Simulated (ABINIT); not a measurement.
Crystal: B.

```
B
1.0
     2.34611    0.00000    0.00000
     0.00000    2.34611    0.00000
     0.00000    0.00000    1.58579
B
1
Direct
  0.50000 0.50000 0.50000
```

The cell was built by a generator and needn't be a form met in nature.

```yaml
Program: ABINIT 10.8.3 (patched build)
Task: relaxation of cell and atoms
Functional: LDA
Potentials_or_basis: PseudoDojo NC SR LDA v0.4.1 standard
Cutoff: 1034 eV
k_mesh: 8 × 8 × 12
Occupations: fermi-dirac, width 0.05 eV
Spin: no spin polarisation
```

At the start: pressure -5.4 GPa; volume 8.73 Å³/atom.

Question: How do energy, volume and symmetry change on relaxing?

Answer: Over 7 steps the energy falls by 4.6 meV/atom and the volume is 8.43 Å³/atom (-3.4 %); space group P4/mmm (No. 123, to 0.05 Å).

The path:
```csv
step,energy change (eV),largest force (eV/Å),pressure (GPa),volume (Å³)
1,0.0000,0.0000,-5.37,8.73
2,-0.0033,0.0000,-0.61,8.59
3,-0.0039,0.0000,-0.91,8.56
4,-0.0046,0.0000,-0.45,8.47
5,-0.0046,0.0000,-0.07,8.43
6,-0.0046,0.0000,-0.01,8.43
7,-0.0046,0.0000,0.00,8.43
```

Final structure:
```
B
1.0
     2.31685    0.00000    0.00000
     0.00000    2.31685    0.00000
     0.00000    0.00000    1.57069
B
1
Direct
  0.50000 0.50000 0.50000
```
